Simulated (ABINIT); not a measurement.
BAs:

```
As B
1.0
     0.00000    2.38850    2.38850
     2.38850    0.00000    2.38850
     2.38850    2.38850    0.00000
As B
1 1
Cartesian
  3.5827 3.5827 3.5827
  0.0000 0.0000 0.0000
```

| Quantity | Value |
| --- | --- |
| Program | ABINIT 10.8.3 (patched build) |
| Task | relaxation of cell and atoms |
| Functional | PBE |
| Potentials or basis | PseudoDojo NC SR PBE v0.4.1 standard |
| Cutoff | 1143 eV |
| k mesh | 8 × 8 × 8 |
| Occupations | fermi-dirac, width 0.05 eV |
| Spin | no spin polarisation |

At the start: pressure 2.8 GPa; volume 13.63 Å³/atom.

Where does the relaxation end?

Over 4 steps the energy falls by 2.3 meV/atom and the volume is 13.90 Å³/atom (+2.0 %); space group F-43m (No. 216, to 0.05 Å).

Step by step:
| step | energy change (eV) | largest force (eV/Å) | pressure (GPa) | volume (Å³) |
| --- | --- | --- | --- | --- |
| 1 | 0.0000 | 0.0000 | 2.76 | 27.25 |
| 2 | -0.0031 | 0.0000 | 1.58 | 27.48 |
| 3 | -0.0047 | 0.0000 | 0.04 | 27.80 |
| 4 | -0.0047 | 0.0000 | 0.00 | 27.81 |

Final structure:
```
As B
1.0
     0.00000    2.40458    2.40458
     2.40458    0.00000    2.40458
     2.40458    2.40458    0.00000
As B
1 1
Direct
  0.75000 0.75000 0.75000
  0.00000 0.00000 0.00000
```
